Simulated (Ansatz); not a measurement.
Ag:

```xyz
1
Lattice="0.0000 2.0427 2.0427 2.0427 0.0000 2.0427 2.0427 2.0427 0.0000" Properties=species:S:1:pos:R:3 pbc="T T T"
Ag    0.0000    0.0000    0.0000
```

Base run:

```yaml
Program: Ansatz 0.2.0
Functional: RPBE
Potentials_or_basis: all-electron LAPW, scalar-relativistic
Cutoff: 241 eV (chosen from the basis error)
Basis_error_allowed: 0.001 eV/atom
k_mesh: 11 × 11 × 11
Occupations: fermi-dirac, width 0.05 eV
Spin: no spin polarisation
```

Its results: pressure 8.5 GPa.

Q: The run is repeated on the same cell with these changes: functional from RPBE to LDA. What comes out?

A: Pressure -7.6 GPa.

LDA binds more tightly than RPBE, so the same cell stands under less pressure.
